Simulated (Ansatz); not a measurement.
NaBr (rock salt)

```yaml
crystal:
  lattice:
    - [0.00000, 2.97379, 2.97379]
    - [2.97379, 0.00000, 2.97379]
    - [2.97379, 2.97379, 0.00000]
  atoms:
    - { symbol: Br, position: [0.00000, 0.00000, 0.00000] }
    - { symbol: Na, position: [0.50000, 0.50000, 0.50000] }
```

Equation-of-state scan: isotropic scaling of the cell above, V₀ being its volume. Symmetry pins the atoms to their sites.

Level of theory: r2SCAN (plane waves to 500 eV, PAW, scalar-relativistic; Ansatz, a program for electronic structure). k mesh 10×10×10 (Γ-centred), Fermi-Dirac smearing 0.05 eV. E stands for the smeared free energy. Compression counts positive. NaBr was relaxed with its symmetry unable to fall. The zero of ΔE is the relaxed starting cell.

```tsv
a (Å)	P (GPa)	ΔE (kJ/mol of atoms)
5.7423	3.03	2.17
5.7950	2.10	1.16
5.8468	1.30	0.49
5.8976	0.60	0.12
5.9476	0.00	0.00
5.9967	-0.52	0.11
6.0451	-0.97	(withheld)
6.0927	-1.36	0.87
6.1396	(withheld)	(withheld)
```

Some entries are withheld; supply them.


- 6.0451, ΔE (kJ/mol of atoms): 0.40
- 6.1396, P (GPa): -1.70
- 6.1396, ΔE (kJ/mol of atoms): 1.48

(Under strain, the slope of the energy per volume gives the stress and its curvature an elastic modulus.)
